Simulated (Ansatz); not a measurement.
# TiO2: one candidate structure

Aim: relax TiO2 from this start, structure listed in a database for this formula (I4_1/amd, No. 141), and see where it ends.

Computed with Ansatz 0.2.0 (DFT r2SCAN, scalar-relativistic, plane waves, PAW, unless a step's input says otherwise).

### Step 1. The system as given

Symmetry: I4_1/amd, No. 141, tetragonal system. Conventional cell: a = 3.783 Å, b = 3.783 Å, c = 9.615 Å, α = 90.00°, β = 90.00°, γ = 90.00°. Around Ti (site symmetry -4m2) lie 6 O at 1.94 to 1.99 Å. O (site symmetry 2mm) has 3 Ti at 1.94 to 1.99 Å as nearest neighbours.

Coordinates:

```
Ti O
1.0
    -1.89127    1.89127    4.80751
     1.89127   -1.89127    4.80751
     1.89127    1.89127   -4.80751
Ti O
2 4
Direct
  0.00000 0.00000 0.00000
  0.75000 0.25000 0.50000
  0.95715 0.45715 0.50000
  0.20715 0.20715 0.00000
  0.54285 0.04285 0.50000
  0.79285 0.79285 0.00000
```

### Step 2. A first look at the start

File input.yaml:

```yaml
crystal:
  lattice:
    - [-1.89126984, 1.89126984, 4.8075107874]
    - [1.89126984, -1.89126984, 4.8075107874]
    - [1.89126984, 1.89126984, -4.8075107874]
  atoms:
    - { symbol: Ti, position: [0.0, 0.0, 0.0], spin: 1.0 }
    - { symbol: Ti, position: [0.75, 0.25, 0.5], spin: 1.0 }
    - { symbol: O, position: [0.95715212, 0.45715212, 0.5] }
    - { symbol: O, position: [0.20715212, 0.20715212, 0.0] }
    - { symbol: O, position: [0.54284788, 0.04284788, 0.5] }
    - { symbol: O, position: [0.79284788, 0.79284788, 0.0] }
basis:
  ecutwfc: 500
kpoints:
  mp_grid: { grid: [6, 6, 6] }
hamiltonian:
  xc: r2scan
scf:
  occupations: { method: gaussian, width: 0.1 }
  lower_state_search: "off"
output:
  forces: true
  stress: true
  eigenvalues: true
  populations: true
magnetization:
  spin_polarized: true
```

Run with:

```sh
ansatz run input.yaml --threads 1 --pin off --max-ram 2560MiB --backend cpu --events-out ev --progress --plain --runs-dir out
```

Standard output, cut to the lines that bear on the results:

```text
[...]
this state was not tested for a lower state beside it, because the mixer in use, unlike msr1, does not test its closes by its own steps (another_mixer; see scf.mixing.algorithm and scf.lower_state_search)
SCF converged after 17 iterations
Magnetization: 0.0000 μB (24.0000 up, 24.0000 down)
Absolute magnetization: 0.0000 μB (∫|ρ↑−ρ↓|, with the PAW one-centre terms)
Spin contamination: 0.0000 ħ² per cell (⟨S²⟩ above its minimum at these occupations)
Per-site moments (μB) at R_I (Å): [(-4.869000251831953e-7, 0.7984440017511362), (-4.86900024952784e-7, 0.7984440017511362), (4.23597762067275e-7, 0.7984440017511362), (4.235977621478907e-7, 0.7984440017511362), (4.2359776186936136e-7, 0.7984440017511362), (4.235977617944374e-7, 0.7984440017511362)]
Free energy (F): -7292.661776 eV
[...]
E sigma→0 (E₀):  -7292.661776 eV
Fermi energy:    8.077372 eV
[...]
--- Forces (eV/Å), atoms counted from 1 ---
  atom   1  Ti     0.00000000     0.00000000     0.00000000
  atom   2  Ti    -0.00000000     0.00000000    -0.00000000
  atom   3  O     -0.00000000    -0.00000000    -0.04031218
  atom   4  O      0.00000000    -0.00000000    -0.04031218
  atom   5  O     -0.00000000     0.00000000     0.04031218
  atom   6  O      0.00000000     0.00000000     0.04031218
[...]
--- Stress (GPa, compression-positive) ---
       -1.121392      -0.000000       0.000000
       -0.000000      -1.121392      -0.000000
        0.000000      -0.000000      -1.473953
  P = ⅓ Tr σ = -1.2389 GPa (-12.389 kbar)
--- Band table (eV; the first three rows and the last of 60) ---
[...]
--- Löwdin populations: 6 sites ---
  site symbol       q [e]    m [muB]
     0     Ti     10.5472    -0.0000
     1     Ti     10.5472    -0.0000
     2      O      6.6851     0.0000
     3      O      6.6851     0.0000
     4      O      6.6851     0.0000
     5      O      6.6851     0.0000
  spilling = 0.003446 (of n_electrons = 48.000000)
```

Wall time 46 s (1 thread of Arm Neoverse V2, shared host); peak memory 0.58 GiB.

By site:

| atom | Löwdin electrons |
| --- | --- |
| Ti1 | 10.55 |
| Ti2 | 10.55 |
| O3 | 6.68 |
| O4 | 6.68 |
| O5 | 6.68 |
| O6 | 6.68 |

The Löwdin counts miss 0.17 of the 48 electrons, which the atomic orbitals do not span, so they are no charges.

From the probe: pressure -1.2 GPa, largest force 0.04 eV/Å, gap on this mesh 2.57 eV. The gap decides the next run's mesh: 8×8×8 points and a smearing of 0.02 eV.

### Step 3. Full relaxation

File input.yaml:

```yaml
crystal:
  lattice:
    - [-1.89126984, 1.89126984, 4.8075107874]
    - [1.89126984, -1.89126984, 4.8075107874]
    - [1.89126984, 1.89126984, -4.8075107874]
  atoms:
    - { symbol: Ti, position: [0.0, 0.0, 0.0] }
    - { symbol: Ti, position: [0.75, 0.25, 0.5] }
    - { symbol: O, position: [0.95715212, 0.45715212, 0.5] }
    - { symbol: O, position: [0.20715212, 0.20715212, 0.0] }
    - { symbol: O, position: [0.54284788, 0.04284788, 0.5] }
    - { symbol: O, position: [0.79284788, 0.79284788, 0.0] }
basis:
  ecutwfc: 500
kpoints:
  mp_grid: { grid: [8, 8, 8] }
hamiltonian:
  xc: r2scan
scf:
  occupations: { method: gaussian, width: 0.02 }
output:
  forces: true
  stress: true
  eigenvalues: true
relax:
  adjacent_minimum: "off"
  f_tol: 0.01
  max_steps: 80
  cell: { stress_tol: 0.05 }
```

Run with:

```sh
ansatz run input.yaml --threads 1 --pin off --max-ram 2560MiB --backend cpu --events-out ev --progress --plain --runs-dir out
```

Standard output:

```text
Warning: RAYON_NUM_THREADS=1 ignored (pool sized by the plan → 1); use --threads N
basis.fft_grid_basis auto: the FFT boxes are laid along the combinations [[1, 0, 1], [0, 1, 1], [0, 0, 1]] of the cell's own vectors, 3.783, 3.783 and 5.501 Å long. The dense box has 30×30×45 points. Along the cell's own vectors, as sized, it would have 45×45×45, 2.25 times as many. Of the 16 symmetry operations that the crystal satisfies within crystal.symmetry.tolerance (time reversal apart; of a slab, those that keep its plane) the dense box along the cell's own vectors carries 16, and the one as laid loses 12 of those. basis.fft_grid_basis: typed keeps the cell's own vectors: state it where this run's energies or levels are differenced outside the engine with another run's, or held beside a run that keeps those vectors.
Engine: ansatz 0.2.0, aarch64-unknown-linux-gnu
Pseudopotentials: kind: paw
Pseudopotential: Ti, paw, valence charge 12, recommended cutoff 500 eV (meta_gga), Ti.paw.azcp
Pseudopotential: O, paw, valence charge 6, recommended cutoff 500 eV (meta_gga), O.paw.azcp
Functional definition: r2SCAN
  parameter k0 = 0.174
  parameter k1 = 0.065
  parameter a1 = 4.9479
  exchange = r2scan_x(k0 = k0, k1 = k1, a1 = a1)
  correlation = r2scan_c
Crystal: 6 atoms, lattice volume = 68.784 Å³
Basis set: ecut = 500 eV, 1701 PW (Γ), FFT grids on a1+a3, a2+a3, a3, exchange–correlation on 120×120×180 points (64 copies of the dense FFT grid, shifted against one another)
Bands: 30, of which v1, the nominal top of the filled ones, is band 24 counted from 1 (23 counted from 0)
Symmetry: 16 space group operations
Space group: I41/amd (ITA 141), of the structure as read, at distance tolerance 4.1e-5 Å
k-points: 59 of 512
Non-local potential: Ti, projectors of the file, l = 0: 3, l = 1: 2, l = 2: 3, l = 3: 1
Non-local potential: O, projectors of the file, l = 0: 2, l = 1: 2, l = 2: 1
PAW form: soft (Blöchl's): semilocal exchange-correlation on the pseudo side does not see the compensation charge
PAW frozen core: Ti, regenerated for the run's functional (the file was generated under x = pbe(κ = 0.804, μ = 0.2195149727645171), c = pbe(β = 0.06672455060314922))
PAW frozen core: O, regenerated for the run's functional (the file was generated under x = pbe(κ = 0.804, μ = 0.2195149727645171), c = pbe(β = 0.06672455060314922))
PAW one-centre angular grid: Ti, 590 points (default); XC on 160 Gauss nodes
PAW one-centre angular grid: O, 302 points (default); XC on 160 Gauss nodes
Initial density: superposition of atomic densities (neutral atoms: chi_scale 0, normalization atom), corrected by the library's trained network
Initial wavefunctions: pseudopotential atomic-orbital guess
Functional: x = r2scan, c = r2scan; τ floored in thin density (d = 2e-4 eV/Å³)
SCF iter   1: F=—  HF=-7292.639907 eV  |F-HF|=—  |Δ(HF+E_count)|=         —  Δρ=2.69e-2  dr2=5.84e-1  dr2_τ=3.92e-1  ethr=1.77e-3  ⟨swp⟩=5.8  Hψ=7402  notcnv=0
preconditioner: auto → none  [insulator: Δε(μ)=3.080 eV  Ē_g=10.757 eV  σ=0.020 eV  W_gap=1.00  n_scr=14 (ndim 8)  ℏωp=25.3 eV  f_vac=0.104  D(μ)=0.00/eV (n_scr^D=0)  ε∞_Penn≈6.5]
SCF iter   2: F=—  HF=-7292.826853 eV  |F-HF|=—  |Δ(HF+E_count)|=   1.87e-1  Δρ=3.67e-2  dr2=8.81e-1  dr2_τ=1.04e-1  ethr=1.22e-3  ⟨swp⟩=2.9  Hψ=3949  notcnv=0  defer=102
SCF iter   3: F=—  HF=-7292.661771 eV  |F-HF|=—  |Δ(HF+E_count)|=   1.65e-1  Δρ=6.66e-3  dr2=1.33e-2  dr2_τ=1.38e-3  ethr=1.22e-3  ⟨swp⟩=2.0  Hψ=2628  notcnv=0  defer=102
SCF iter   4: F=—  HF=-7292.662448 eV  |F-HF|=—  |Δ(HF+E_count)|=   6.77e-4  Δρ=2.32e-3  dr2=4.11e-3  dr2_τ=2.60e-4  ethr=2.77e-5  ⟨swp⟩=2.4  Hψ=2700  notcnv=0  defer=102
SCF iter   5: F=—  HF=-7292.661675 eV  |F-HF|=—  |Δ(HF+E_count)|=   7.73e-4  Δρ=3.03e-4  dr2=4.46e-5  dr2_τ=3.58e-6  ethr=8.57e-6  ⟨swp⟩=2.0  Hψ=2627  notcnv=0  defer=102
SCF iter   6: F=—  HF=-7292.661686 eV  |F-HF|=—  |Δ(HF+E_count)|=   1.15e-5  Δρ=4.02e-5  dr2=4.07e-7  dr2_τ=1.00e-7  ethr=9.29e-8  ⟨swp⟩=2.1  Hψ=2542  notcnv=0  defer=102
SCF iter   7: F=—  HF=-7292.661686 eV  |F-HF|=—  |Δ(HF+E_count)|=   3.76e-7  Δρ=3.17e-5  dr2=9.04e-7  dr2_τ=2.79e-8  ethr=2.08e-10  ⟨swp⟩=10.0  Hψ=7956  notcnv=0
SCF iter   8: F=-7292.661686 eV  HF=-7292.661686 eV  |F-HF|=4.01e-9  |Δ(HF+E_count)|=   1.64e-7  Δρ=2.39e-6  dr2=4.78e-9  dr2_τ=5.44e-11  ethr=2.08e-10  ⟨swp⟩=3.5  Hψ=7563  notcnv=0
SCF 1 converged in 8 iterations: F = -7292.661686 eV  dr2 = 4.78e-9
relax step   1: F+E_penalty+E_count = -7292.66168630 eV  Δ(F+E_penalty+E_count) = +0.000e0 eV  max|allowed force component| = 3.974e-2 eV/Å  Δτ_max = 0.0000 Å  P = -1.238 GPa  Ω = 68.784 Å³  (8 SCF iters, dr2 threshold 1.00e-7 eV, accepted)
Crystal: 6 atoms, lattice volume = 68.509 Å³
Basis set: ecut = 500 eV, 1693 PW (Γ), FFT grids on a1+a3, a2+a3, a3, exchange–correlation on 120×120×180 points (64 copies of the dense FFT grid, shifted against one another)
Initial density: handed on by an earlier stage of this run
Initial wavefunctions: those handed on with the density
iter 1 solved again at ethr=6.56e-7 eV; its pass at ethr=3.10e-3 eV (dr2=3.15e-4 eV) is discarded
SCF iter   1: F=—  HF=-7292.662705 eV  |F-HF|=—  |Δ(HF+E_count)|=         —  Δρ=6.27e-4  dr2=2.51e-4  dr2_τ=7.57e-4  ethr=6.56e-7  ⟨swp⟩=2.0  Hψ=9985  notcnv=0
preconditioner: auto → none  [insulator: Δε(μ)=2.572 eV  Ē_g=10.306 eV  σ=0.020 eV  W_gap=1.00  n_scr=14 (ndim 8)  ℏωp=25.4 eV  f_vac=0.102  D(μ)=0.00/eV (n_scr^D=0)  ε∞_Penn≈7.1]
SCF iter   2: F=—  HF=-7292.663252 eV  |F-HF|=—  |Δ(HF+E_count)|=   5.47e-4  Δρ=3.80e-4  dr2=8.75e-5  dr2_τ=1.58e-5  ethr=5.24e-7  ⟨swp⟩=2.0  Hψ=2714  notcnv=0
SCF iter   3: F=—  HF=-7292.663245 eV  |F-HF|=—  |Δ(HF+E_count)|=   7.29e-6  Δρ=2.13e-4  dr2=3.27e-5  dr2_τ=2.86e-6  ethr=1.82e-7  ⟨swp⟩=2.1  Hψ=2699  notcnv=0
SCF iter   4: F=—  HF=-7292.663241 eV  |F-HF|=—  |Δ(HF+E_count)|=   4.21e-6  Δρ=8.00e-5  dr2=4.38e-6  dr2_τ=1.02e-7  ethr=6.82e-8  ⟨swp⟩=2.0  Hψ=2125  notcnv=0
SCF iter   5: F=-7292.663240 eV  HF=-7292.663240 eV  |F-HF|=5.07e-8  |Δ(HF+E_count)|=   1.06e-7  Δρ=1.69e-5  dr2=1.77e-7  dr2_τ=9.59e-9  ethr=1.25e-9  ⟨swp⟩=3.0  Hψ=6760  notcnv=0
SCF 2 converged in 5 iterations: F = -7292.663240 eV  dr2 = 1.77e-7
relax step   2: F+E_penalty+E_count = -7292.66324042 eV  Δ(F+E_penalty+E_count) = -1.554e-3 eV  max|allowed force component| = 1.433e-2 eV/Å  Δτ_max = 0.0003 Å  P = -0.356 GPa  Ω = 68.509 Å³  energy of the carried Pulay correction = +1.678e-4 eV  (5 SCF iters, dr2 threshold 6.00e-7 eV, accepted)
Crystal: 6 atoms, lattice volume = 68.394 Å³
iter 1 solved again at ethr=1.24e-7 eV; its pass at ethr=3.10e-3 eV (dr2=5.97e-5 eV) is discarded
SCF iter   1: F=—  HF=-7292.663353 eV  |F-HF|=—  |Δ(HF+E_count)|=         —  Δρ=2.77e-4  dr2=4.91e-5  dr2_τ=1.50e-4  ethr=1.24e-7  ⟨swp⟩=2.0  Hψ=9805  notcnv=0
preconditioner: auto → none  [insulator: Δε(μ)=2.574 eV  Ē_g=10.316 eV  σ=0.020 eV  W_gap=1.00  n_scr=14 (ndim 8)  ℏωp=25.4 eV  f_vac=0.102  D(μ)=0.00/eV (n_scr^D=0)  ε∞_Penn≈7.1]
SCF iter   2: F=—  HF=-7292.663457 eV  |F-HF|=—  |Δ(HF+E_count)|=   1.04e-4  Δρ=1.79e-4  dr2=1.84e-5  dr2_τ=3.26e-6  ethr=1.02e-7  ⟨swp⟩=2.1  Hψ=2936  notcnv=0
SCF iter   3: F=—  HF=-7292.663455 eV  |F-HF|=—  |Δ(HF+E_count)|=   1.60e-6  Δρ=9.69e-5  dr2=6.64e-6  dr2_τ=5.79e-7  ethr=3.84e-8  ⟨swp⟩=2.2  Hψ=2823  notcnv=0
SCF iter   4: F=—  HF=-7292.663454 eV  |F-HF|=—  |Δ(HF+E_count)|=   7.78e-7  Δρ=3.64e-5  dr2=8.57e-7  dr2_τ=2.55e-8  ethr=1.38e-8  ⟨swp⟩=2.0  Hψ=2137  notcnv=0
SCF iter   5: F=-7292.663454 eV  HF=-7292.663454 eV  |F-HF|=8.76e-9  |Δ(HF+E_count)|=   1.74e-8  Δρ=8.35e-6  dr2=4.10e-8  dr2_τ=2.26e-9  ethr=1.25e-9  ⟨swp⟩=4.1  Hψ=5622  notcnv=0
SCF 3 converged in 5 iterations: F = -7292.663454 eV  dr2 = 4.10e-8
relax step   3: F+E_penalty+E_count = -7292.66345432 eV  Δ(F+E_penalty+E_count) = -2.139e-4 eV  max|allowed force component| = 1.308e-3 eV/Å  Δτ_max = 0.0003 Å  P = +0.013 GPa  Ω = 68.394 Å³  energy of the carried Pulay correction = +2.382e-4 eV  (5 SCF iters, dr2 threshold 6.00e-7 eV, accepted)
Crystal: 6 atoms, lattice volume = 68.389 Å³
iter 1 solved again at ethr=4.13e-9 eV; its pass at ethr=3.10e-3 eV (dr2=1.98e-6 eV) is discarded
SCF iter   1: F=—  HF=-7292.663456 eV  |F-HF|=—  |Δ(HF+E_count)|=         —  Δρ=9.51e-5  dr2=2.57e-6  dr2_τ=7.50e-5  ethr=4.13e-9  ⟨swp⟩=3.0  Hψ=10682  notcnv=0
preconditioner: auto → none  [insulator: Δε(μ)=2.570 eV  Ē_g=10.313 eV  σ=0.020 eV  W_gap=1.00  n_scr=14 (ndim 8)  ℏωp=25.4 eV  f_vac=0.103  D(μ)=0.00/eV (n_scr^D=0)  ε∞_Penn≈7.1]
SCF iter   2: F=—  HF=-7292.663467 eV  |F-HF|=—  |Δ(HF+E_count)|=   1.15e-5  Δρ=4.38e-5  dr2=5.40e-7  dr2_τ=5.83e-8  ethr=4.13e-9  ⟨swp⟩=2.0  Hψ=3186  notcnv=0
SCF iter   3: F=—  HF=-7292.663467 eV  |F-HF|=—  |Δ(HF+E_count)|=   1.25e-7  Δρ=1.35e-5  dr2=8.85e-8  dr2_τ=1.48e-8  ethr=1.13e-9  ⟨swp⟩=2.4  Hψ=2707  notcnv=0
SCF iter   4: F=—  HF=-7292.663467 eV  |F-HF|=—  |Δ(HF+E_count)|=   3.40e-8  Δρ=1.37e-5  dr2=1.24e-7  dr2_τ=1.18e-8  ethr=1.84e-10  ⟨swp⟩=2.6  Hψ=3286  notcnv=0
SCF iter   5: F=-7292.663467 eV  HF=-7292.663467 eV  |F-HF|=2.22e-9  |Δ(HF+E_count)|=   2.10e-8  Δρ=3.85e-6  dr2=5.58e-9  dr2_τ=2.69e-10  ethr=1.51e-11  ⟨swp⟩=3.0  Hψ=6658  notcnv=0
SCF 4 converged in 5 iterations: F = -7292.663467 eV  dr2 = 5.58e-9
relax step   4: F+E_penalty+E_count = -7292.66346727 eV  Δ(F+E_penalty+E_count) = -1.295e-5 eV  max|allowed force component| = 9.156e-4 eV/Å  Δτ_max = 0.0006 Å  P = +0.001 GPa  Ω = 68.389 Å³  energy of the carried Pulay correction = +2.414e-4 eV  (5 SCF iters, dr2 threshold 7.24e-9 eV, accepted)
Initial wavefunctions: pseudopotential atomic-orbital guess (no wavefunctions were taken with the density)
iter 1 solved again at ethr=7.55e-9 eV; its pass at ethr=3.10e-3 eV (dr2=3.63e-6 eV) is discarded
SCF iter   1: F=—  HF=-7292.663200 eV  |F-HF|=—  |Δ(HF+E_count)|=         —  Δρ=2.12e-5  dr2=3.31e-8  dr2_τ=1.61e-7  ethr=7.55e-9  ⟨swp⟩=3.7  Hψ=12781  notcnv=0
preconditioner: auto → none  [insulator: Δε(μ)=2.569 eV  Ē_g=10.313 eV  σ=0.020 eV  W_gap=1.00  n_scr=14 (ndim 8)  ℏωp=25.4 eV  f_vac=0.103  D(μ)=0.00/eV (n_scr^D=0)  ε∞_Penn≈7.1]
SCF iter   2: F=—  HF=-7292.663200 eV  |F-HF|=—  |Δ(HF+E_count)|=   5.12e-8  Δρ=1.08e-5  dr2=1.15e-8  dr2_τ=1.01e-8  ethr=6.90e-11  ⟨swp⟩=2.0  Hψ=2508  notcnv=0
SCF iter   3: F=—  HF=-7292.663200 eV  |F-HF|=—  |Δ(HF+E_count)|=   1.56e-8  Δρ=6.02e-6  dr2=1.55e-8  dr2_τ=2.76e-9  ethr=2.39e-11  ⟨swp⟩=2.0  Hψ=2714  notcnv=0
SCF iter   4: F=-7292.663200 eV  HF=-7292.663200 eV  |F-HF|=2.55e-11  |Δ(HF+E_count)|=  4.07e-10  Δρ=5.07e-7  dr2=5.41e-11  dr2_τ=3.98e-11  ethr=1.00e-12  ⟨swp⟩=3.8  Hψ=8162  notcnv=0
SCF 5 converged in 4 iterations: F = -7292.663200 eV  dr2 = 5.41e-11
relax step   5: F+E_penalty+E_count = -7292.66320035 eV  Δ(F+E_penalty+E_count) = +2.669e-4 eV  max|allowed force component| = 8.865e-4 eV/Å  Δτ_max = 0.0000 Å  P = +0.004 GPa  Ω = 68.389 Å³  stress off target by 8.29e-3 GPa  SCF on the basis re-selected at this cell (its energy is not comparable with the rows above)  (4 SCF iters)
basis re-selected at this cell: Δ(F+E_penalty+E_count) = +2.669e-4 eV, ΔP = +0.003 GPa vs the last step (what re-selecting the basis moved, of the pressure what is left beyond the Pulay correction that the steps carried, after the strain that the cell walked since its last selection, with what the two solves' SCF thresholds leave and, on support functions, any second-order correction that the steps lacked; it is no measure of the basis error at this ecutwfc). This SCF's stress stands 8.29e-3 GPa from its target on what of the cell is left free (relax.cell.stress_tol is 5.00e-2 GPa) and its largest allowed force component is 8.86e-4 eV/Å (relax.f_tol is 1.00e-2 eV/Å): within both
SCF converged after 4 iterations
Free energy (F): -7292.663200 eV
Harris-Foulkes:  -7292.663200 eV  (|F-HF|=2.55e-11)
Internal energy: -7292.663200 eV  (E = F + TS)
E sigma→0 (E₀):  -7292.663200 eV
Fermi energy:    8.158408 eV
--- Per-component energies (eV) ---
  E_band       = -507.900262
  E_kinetic    = 1251.723625
  E_local      = -3571.127821  (includes V_loc(G=0)·N_el)
  E_nonlocal   = 191.964609
  E_hartree    = 1382.661273
  E_xc         = -482.715503
  E_vxc        = -693.318838  (∫ρ·V_xc dr)
  E_paw        = -2747.618497  (= ΣΔE_a)
  E_vpaw       = -498.330618  (= ΣTr[D̂ρ^β])
  E_aug_tail   = 0.004416  (compensation charges beyond the density's cutoff)
  E_vtau       = 45.861782  (kinetic-family band-sum trace: ∫τ·v_τ [+ j·A + Jᵃ·Aᵃ] dr)
  E_ewald      = -3316.920624
  E_core_change = -0.634678  (= ΣΔE_core)
  E_smearing   = -0.000000  (= −TS)
  E_closure    = -0.000000  (closes the sum)
  Σ components = -7292.663200   (vs F -7292.663200, Δ=0.00e0)
--- Forces (eV/Å), atoms counted from 1 ---
  atom   1  Ti     0.00000000    -0.00000000     0.00000000
  atom   2  Ti     0.00000000    -0.00000000     0.00000000
  atom   3  O      0.00000000     0.00000000    -0.00088647
  atom   4  O      0.00000000    -0.00000000    -0.00088647
  atom   5  O      0.00000000     0.00000000     0.00088647
  atom   6  O      0.00000000     0.00000000     0.00088647
  max |Σ_I F_I| component: 2.28e-18 eV/Å
--- Stress (GPa, compression-positive) ---
        0.008295       0.000000      -0.000000
        0.000000       0.008295      -0.000000
        0.000000       0.000000      -0.004923
  P = ⅓ Tr σ = 0.0039 GPa (0.039 kbar)
--- Band table (eV; the first three rows and the last of 59) ---
  k-point 0: bands = ["-51.6885", "-51.6298", "-27.0871", "-26.8464", "-26.8464", "-26.7776", "-26.7776", "-26.6917", "-11.7589", "-10.7472", "-10.6218", "-10.2699", "2.8475", "3.0254", "3.0254", "3.3870", "4.8213", "4.8213", "4.8568", "6.0913", "6.1227", "6.1227", "6.4395", "6.4395", "9.4429", "10.1555", "11.3563", "11.3563", "11.3569", "11.3569"]
  k-point 1: bands = ["-51.6856", "-51.6314", "-27.0862", "-26.8759", "-26.8572", "-26.7946", "-26.7778", "-26.6866", "-11.6084", "-10.6555", "-10.5560", "-10.2248", "2.7207", "2.8239", "2.8389", "3.4162", "4.5250", "4.9320", "4.9998", "5.7681", "5.7900", "5.7913", "6.1622", "6.6067", "10.0345", "10.2387", "10.7626", "11.0763", "11.1327", "11.3093"]
  k-point 2: bands = ["-51.6777", "-51.6362", "-27.0839", "-26.9401", "-26.8820", "-26.8358", "-26.7730", "-26.6863", "-11.2148", "-10.4478", "-10.3861", "-10.1206", "2.2635", "2.4943", "2.7442", "3.6102", "4.0081", "4.3260", "4.5245", "4.8925", "5.0545", "5.9238", "6.2919", "6.6792", "10.2665", "10.4210", "10.8402", "11.0204", "11.0793", "11.6190"]
  k-point 58: bands = ["-51.6592", "-51.6592", "-26.8929", "-26.8929", "-26.8688", "-26.8688", "-26.7550", "-26.7550", "-11.1858", "-11.1858", "-10.5349", "-10.5349", "3.1127", "3.1127", "3.1133", "3.1133", "4.8496", "4.8496", "5.5199", "5.5199", "5.6236", "5.6236", "6.7926", "6.7926", "9.7874", "9.7874", "11.1033", "11.1033", "11.6237", "11.6237"]
--- Relaxed structure (4 steps of the walk, 4 accepted, 1 SCFs on fresh bases) ---
  F+E_penalty+E_count = -7292.66320035 eV   max|allowed force component| = 8.865e-4 eV/Å   (the final SCF, on the basis selected at the relaxed cell)
  cell:  # Å, volume = 68.3890 Å³
    - [-1.888939576651105, 1.888939576651105, 4.791702139062337]
    - [1.888939576651105, -1.888939576651105, 4.791702139062337]
    - [1.888939576651105, 1.888939576651105, -4.791702139062337]
  atoms:
    - { symbol: Ti, position: [4.698386807433575e-21, 4.6983868074335175e-21, -3.593313090401695e-35] }
    - { symbol: Ti, position: [0.7500000000000001, 0.24999999999999997, 0.5000000000000001] }
    - { symbol: O, position: [0.9572828224965253, 0.4572828224965251, 0.5000000000000001] }
    - { symbol: O, position: [0.20728282249652513, 0.20728282249652513, 6.204551680858221e-35] }
    - { symbol: O, position: [0.5427171775034749, 0.042717177503474896, 0.5000000000000001] }
    - { symbol: O, position: [0.7927171775034749, 0.7927171775034749, -1.5129529943168758e-35] }
```

Run time: 81 s. Hardware: 1 thread of Arm Neoverse V2, shared host; peak memory 0.59 GiB.

Step by step:

| step | E - E(step 1) (eV/cell) | largest force component (eV/Å) | pressure (GPa) | volume (Å³) |
| --- | --- | --- | --- | --- |
| 1 | 0.0000 | 0.0397 | -1.24 | 68.78 |
| 2 | -0.0016 | 0.0143 | -0.36 | 68.51 |
| 3 | -0.0018 | 0.0013 | 0.01 | 68.39 |
| 4 | -0.0018 | 0.0009 | 0.00 | 68.39 |
| 5 | -0.0015 | 0.0009 | 0.00 | 68.39 |

Step 1 is the start. Step 5 repeats the geometry before it on a plane-wave basis chosen anew for that cell, so its energy need not be comparable with the rows above.

Lengths and angles in the start's conventional setting:

|  | before | after | change |
| --- | --- | --- | --- |
| a (Å) | 3.783 | 3.778 | -0.1 % |
| b (Å) | 3.783 | 3.778 | -0.1 % |
| c (Å) | 9.615 | 9.583 | -0.3 % |
| volume (Å³/atom) | 11.46 | 11.40 | -0.6 % |
| shortest distance (Å) | 1.936 | 1.933 | -0.1 % |
| space group (0.01 Å) | I4_1/amd | I4_1/amd | same |

The run keeps the 16 symmetry operations of the start, so it could not have lowered the symmetry.

### Step 4. Results

Formation energies count from the elements, computed with the same settings in runs not shown here.

| quantity | value |
| --- | --- |
| cell (conventional) | a = 3.778 Å, b = 3.778 Å, c = 9.583 Å, α = 90.00°, β = 90.00°, γ = 90.00° |
| space group | I4_1/amd (No. 141) |
| volume | 11.40 Å³/atom |
| gap on the mesh | 2.57 eV |
| formation energy from the elements | -3.332 eV/atom |

In words: The space group stayed I4_1/amd, and from the first guess the volume went from 11.46 to 11.40 Å³/atom. With -3.33 eV/atom it lies under the elements, which doesn't yet make it stable against other compounds of them.

The gaps are Kohn-Sham values of a semilocal functional, not quasiparticle or optical gaps. Such gaps usually fall short of the measured ones.
